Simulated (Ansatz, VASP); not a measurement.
**One calculation of B, two programs**

File INCAR:

```
PREC = Accurate
ENCUT = 520
EDIFF = 1E-7
ISMEAR = 0
SIGMA = 0.1
LREAL = F
LASPH = T
NELM = 60
ALGO = Normal
ISIF = 2
LWAVE = F
LCHARG = F
GGA = PE
NBANDS = 10
```

KPOINTS

```
regular mesh
0
Gamma
  12 12 4
```

File POSCAR:

```
B
1.0
    1.7778171000      0.0000000000      0.0000000000
   -0.8889085500      1.5396347700      0.0000000000
    0.0000000000      0.0000000000      3.9532070000
B
2
Direct
    0.0000000000      0.0000000000      0.2542118200
    0.0000000000      0.0000000000      0.7457881800
```

Input for Ansatz:

```yaml
crystal:
  lattice:
    - [1.7778171, 0.0, 0.0]
    - [-0.88890855, 1.53963477, 0.0]
    - [0.0, 0.0, 3.953207]
  atoms:
    - { symbol: B, position: [0.0, 0.0, 0.25421182] }
    - { symbol: B, position: [0.0, 0.0, 0.74578818] }
basis:
  ecutwfc: 420
kpoints:
  mp_grid: { grid: [12, 12, 4] }
hamiltonian:
  xc: pbe
scf:
  occupations: { method: gaussian, width: 0.1 }
  lower_state_search: "off"
output:
  forces: true
  stress: true
  eigenvalues: true
```

Alike in both runs: task single point; functional PBE; k mesh 12 × 12 × 4; occupations gaussian, width 0.1 eV; no spin polarisation.

|  | VASP | Ansatz |
| --- | --- | --- |
| version | VASP 6.6.1 | Ansatz 0.2.0 |
| potentials or method | VASP PAW PBE potentials, release 64 (B) | scalar-relativistic, plane waves, PAW |
| plane-wave cutoff (eV) | 520 | 420 |
| valence electrons in the cell | 6 | 6 |

|  | VASP | Ansatz | Ansatz less VASP |
| --- | --- | --- | --- |
| gap on the k mesh at the Fermi level (eV) | none | none | - |
| rms of the force components (eV/Å) | 0.121 | 0.121 | -0.0008 |

Atom by atom the forces differ by 0.001 eV/Å (rms over components). A gap of «none» marks a metal or a gap that the smearing closes. With one functional, cell and mesh, what is left measures potentials, basis and numerics.

Caveats: the k mesh is coarse (spacing up to 0.40 Å⁻¹), so the values aren't converged.
